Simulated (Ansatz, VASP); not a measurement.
Ni: VASP beside Ansatz

INCAR

```
PREC = Accurate
ENCUT = 520
EDIFF = 1E-8
ISMEAR = -1
SIGMA = 0.08
LREAL = F
LASPH = T
NELM = 150
ALGO = Normal
ISIF = 2
LWAVE = F
LCHARG = F
ISPIN = 2
MAGMOM = 1.5
LORBIT = 11
LMAXMIX = 4
GGA = PE
LEFG = T
NBANDS = 15
```

Contents of KPOINTS:

```
regular mesh
0
Gamma
  18 18 18
```

File POSCAR:

```
Ni
1.0
    0.0000000000      1.7418262899      1.7418262899
    1.7418262899      0.0000000000      1.7418262899
    1.7418262899      1.7418262899      0.0000000000
Ni
1
Direct
    0.0000000000      0.0000000000      0.0000000000
```

Input for Ansatz:

```yaml
crystal:
  lattice:
    - [0.0, 1.7418262899, 1.7418262899]
    - [1.7418262899, 0.0, 1.7418262899]
    - [1.7418262899, 1.7418262899, 0.0]
  atoms:
    - { symbol: Ni, position: [0.0, 0.0, 0.0], spin: 1.5 }
magnetization:
  spin_polarized: true
kpoints:
  mp_grid: { grid: [18, 18, 18] }
scf:
  occupations: { method: fermi_dirac, width: 0.08 }
hamiltonian:
  xc: pbe
  pseudopotentials: { kind: paw }
output:
  forces: true
  stress: true
  eigenvalues: true
  efg: { contact_densities: true }
```

Change from the starting cell: volume scaled by 0.97, PAW files.

Alike in both runs: task electric field gradients; functional PBE; k mesh 18 × 18 × 18; occupations fermi-dirac, width 0.08 eV; collinear spin.

|  | VASP | Ansatz |
| --- | --- | --- |
| version | VASP 6.6.1 | Ansatz 0.2.0 |
| potentials or method | VASP PAW PBE potentials, release 64 (Ni) | PAW with Ansatz's default frozen-core files, scalar-relativistic |
| plane-wave cutoff (eV) | 520 | 420 |
| valence electrons in the cell | 10 | 18 |

```csv
,VASP,Ansatz,Ansatz less VASP
pressure (GPa),6.4,6.5,+0.15
net moment per atom (μB),0.61,0.62,+0.008
size of the moment on the site where the two differ most (μB),0.62,0.65,+0.036
Vzz of the field gradient on the site that differs most (V/Å²),0.0,0.0,0.00
```

Site moments also hang on the region over which each program counts them. With one functional, cell and mesh, what is left measures potentials, basis and numerics. The two sets of potentials don't hold the same shells in valence.
